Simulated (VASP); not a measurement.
# PbO: restarted molecular dynamics, 2 variants

PbO, P4/nmm (no. 129), 8 atoms in the cell. PBE, molecular dynamics; PAW potentials Pb, O (PBE set).

| Restart from | Temperature at the end (K) | The same without a restart (K) | Potential energy at the end (eV/atom) | The same without a restart (eV/atom) | Electronic steps in the first step after the restart | Time (s) |
|---|---|---|---|---|---|---|
| CONTCAR with velocities, WAVECAR read | 413.0 | 413.0 | -5.35770 | -5.35770 | 4 | 174 |
| CONTCAR with velocities, no WAVECAR | 413.0 | 413.0 | -5.35770 | -5.35770 | 17 | 174 |

Limits: 60 fs of 8 atoms are too short for converged averages; the cell is only 4.0 Å across, so each atom moves in step with near copies of itself.

## Input of the first row

INCAR.step1:
```
SYSTEM = PbO
GGA      = PE             ! functional
PREC     = Normal         ! precision mode
ENCUT    = 400            ! plane-wave cutoff, eV
EDIFF    = 1E-6           ! SCF threshold, eV
NELMIN   = 4            
NELM     = 60             ! most SCF steps
ALGO     = Normal         ! electronic algorithm
LREAL    = Auto         
LASPH    = .True.         ! aspherical terms in the spheres
ISMEAR   = 0              ! smearing method
SIGMA    = 0.05           ! smearing width, eV
ISYM     = 0            
LWAVE    = .True.         ! write WAVECAR
LCHARG   = .False.        ! write CHGCAR
IBRION   = 0              ! ionic algorithm
NSW      = 30             ! ionic steps
POTIM    = 1.0            ! step
TEBEG    = 1000         
ISIF     = 2              ! what is computed and relaxed
RANDOM_SEED= 978260 0 0   
MDALGO   = 1            
ANDERSEN_PROB= 0.0          
KPAR     = 2             
```

INCAR.step2, as INCAR.step1 but for:
```
- LWAVE = .True.
+ LWAVE = .False.
```

KPOINTS:
```
k-points
0
Gamma
  3 3 1
```

POSCAR.step1:
```
PbO
1.0
    3.9900000000      0.0000000000      0.0000000000
    0.0000000000      3.9900000000      0.0000000000
    0.0000000000      0.0000000000     10.0200000000
Pb O
4 4
Direct
    0.5000000000      0.0000000000      0.3800000000
    0.5000000000      0.0000000000      0.8800000000
    0.0000000000      0.5000000000      0.1200000000
    0.0000000000      0.5000000000      0.6200000000
    0.5000000000      0.5000000000      0.0000000000
    0.5000000000      0.5000000000      0.5000000000
    0.0000000000      0.0000000000      0.0000000000
    0.0000000000      0.0000000000      0.5000000000
```

Commands (each step's output is kept before the next begins):
```
cat potpaw_PBE.64/Pb/POTCAR potpaw_PBE.64/O/POTCAR > POTCAR
cp INCAR.step1 INCAR
cp POSCAR.step1 POSCAR
mpirun -np 2 vasp_std > vasp.out
cp CONTCAR POSCAR
cp INCAR.step2 INCAR
mpirun -np 2 vasp_std > vasp.out
```

Changes of the last row against the first:
```
(step 1)
- LWAVE = True
+ LWAVE = False
```

VASP 6.6.1 took 174 s on 2 cores (Intel Xeon Platinum 8488C (Sapphire Rapids)), a shared host.
